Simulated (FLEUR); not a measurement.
SiC (Moissanite):

```
Si C
1.0
     3.07600    0.00000    0.00000
    -1.53800    2.66389    0.00000
     0.00000    0.00000    5.04800
Si C
2 2
Direct
  0.66667 0.33333 0.50000
  0.33333 0.66667 0.00000
  0.66667 0.33333 0.88500
  0.33333 0.66667 0.38500
```

Base run:

| Property | Result |
| --- | --- |
| Program | FLEUR MaX-R8.1 (later development tree) |
| Functional | r2SCAN |
| Potentials or basis | all-electron |
| Basis | FLAPW |
| Kmax | 5.6 1/bohr |
| k mesh | 10 × 10 × 5 |
| Occupations | fermi-dirac, width 0.05 eV |
| Spin | no spin polarisation |

Its results: band gap on the k mesh 2.86 eV, indirect (least direct gap 4.59 eV).

**Question.** The run is repeated on the same cell with these changes: functional from r2SCAN to PBE. What comes out?

**Answer.** Band gap on the k mesh 2.48 eV, indirect (least direct gap 4.08 eV).

r2SCAN gives the wider gap, since meta-GGAs in the generalised Kohn-Sham scheme recover part of the derivative discontinuity.

Caveats: the mesh misses the band edges, which the band path finds closer together; the meta-GGA is that of a development version, with a GGA for the radial functions and cores and without core tails (some runs).

Not every run made on this cell is shown here.
